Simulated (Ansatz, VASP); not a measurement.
# CoO: VASP beside Ansatz

The input INCAR:

```
PREC     = Accurate       # precision mode
ENCUT    = 520            # plane-wave cutoff, eV
EDIFF    = 1E-6           # SCF threshold, eV
ISMEAR   = -1             # smearing method
SIGMA    = 0.1            # smearing width, eV
LREAL    = False          # projectors in reciprocal space
LASPH    = True           # aspherical terms in the spheres
NELM     = 150            # most SCF steps
ALGO     = Normal         # electronic algorithm
ISIF     = 2              # what is computed and relaxed
LWAVE    = False          # write WAVECAR
LCHARG   = False          # write CHGCAR
ISPIN    = 2              # spin polarisation
MAGMOM   = 3.2 0          # initial moments
LORBIT   = 11             # projections on sites
LMAXMIX  = 4              # l up to which the mixer works
LDAU     = True           # DFT+U
LDAUTYPE = 2            
LDAUL    = 2 -1           # shell
LDAUU    = 1 0            # U, eV
LDAUJ    = 0 0          
LDAUPRINT= 1            
GGA      = PE             # functional
NBANDS   = 18             # bands
```

The input KPOINTS:

```
regular mesh
0
Gamma
  13 13 13
```

File POSCAR:

```
CoO
1.0
    2.9958570000      0.0000000000      0.0000000000
    1.4828088117      2.6031590793      0.0000000000
    1.4828088117      0.8618609611      2.4563454309
Co O
1 1
Direct
    0.0000000000      0.0000000000      0.0000000000
    0.5000000000      0.5000000000      0.5000000000
```

Input for Ansatz:

```yaml
crystal:
  lattice:
    a: 2.995857
    b: 2.995857
    c: 2.995857
    alpha: 60.33334
    beta: 60.33334
    gamma: 60.33334
  atoms:
    - { symbol: Co, position: [0.0, 0.0, 0.0] }
    - { symbol: O, position: [0.5, 0.5, 0.5] }
kpoints:
  mp_grid:
    grid: [13, 13, 13]
hamiltonian:
  xc: pbe
  hubbard:
    - { species: Co, l: d, u_eff: 1.0 }
magnetization:
  spin_polarized: true
  per_species:
    Co: 3.2
scf:
  occupations:
    method: fermi_dirac
    width: 0.1
output:
  eigenvalues: true
```

The cell is a database's computed one.

Alike in both runs: task single point; functional PBE; k mesh 13 × 13 × 13; occupations fermi-dirac, width 0.1 eV; collinear spin; Hubbard terms Co d U = 1.0 eV.

|  | VASP | Ansatz |
| --- | --- | --- |
| version | VASP 6.6.1 | Ansatz 0.2.0 |
| potentials or method | VASP PAW PBE potentials, release 64 (Co, O) | plane waves, PAW |
| plane-wave cutoff (eV) | 520 | 420 |
| valence electrons in the cell | 15 | 23 |

|  | VASP | Ansatz | Ansatz less VASP |
| --- | --- | --- | --- |
| gap on the k mesh at the Fermi level (eV) | none | none | - |
| net moment per atom (μB) | 1.46 | 1.48 | +0.023 |
| size of the moment on the site where the two differ most (μB) | 2.60 | 2.53 | -0.074 |

Site moments also hang on the region over which each program counts them. The programs project onto different local orbitals, so the same U acts differently. A gap of «none» marks a metal or a gap that the smearing closes. The two sets of potentials don't hold the same shells in valence. Ansatz warned: «filled_band_counts_differ_across_k_points».

Caveats: a cell with one magnetic atom can't hold antiferromagnetic order, which such compounds often take. The state reached can hang on the start; a lower one may exist.
